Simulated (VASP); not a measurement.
Wanted: the native input for a VASP 6.6.1 run.

- Task: single point
- Functional: LDA
- Potentials or basis: VASP PAW LDA potentials, release 64 (Mg)
- Cutoff: 520 eV
- k mesh: 21 × 21 × 18
- Occupations: gaussian, width 0.15 eV
- Spin: no spin polarisation
- Dipole correction: no
- Further INCAR settings: ALGO = Normal; EDIFF = 1e-06; NBANDS = 7

The structure of Mg lies in POSCAR:

```
Mg
1.0
    2.7948686929      0.0000000000      0.0000000000
   -1.3974343465      2.4204272883      0.0000000000
    0.0000000000      0.0000000000      3.6268230281
Mg
1
Direct
    0.0000000000      0.0000000000      0.0000000000
```

This isn't the form of Mg at room conditions, which is hcp.

The input as run:

INCAR

```
PREC = Accurate ; ENCUT = 520
EDIFF = 1E-6 ; ISMEAR = 0
SIGMA = 0.15 ; LREAL = F
LASPH = T ; NELM = 100
ALGO = Normal ; ISIF = 2
LWAVE = F ; LCHARG = F
NBANDS = 7
```

KPOINTS

```
regular mesh
0
Gamma
  21 21 18
```

Potentials or basis: VASP PAW LDA potentials, release 64 (Mg).

The run is started by

```bash
$ cat potpaw_LDA.64/Mg/POTCAR > POTCAR
$ mpirun -np 1 vasp_std > vasp.out
```

Results of the run:

| Quantity | Value |
| --- | --- |
| Pressure | 5.2 GPa |
| Band gap on the k mesh | none (metal or under the smearing width) |

It took 23 s on 1 thread of Intel(R) Xeon(R) Platinum 8488C (Sapphire Rapids), on a shared host, peak memory 0.2 GiB.
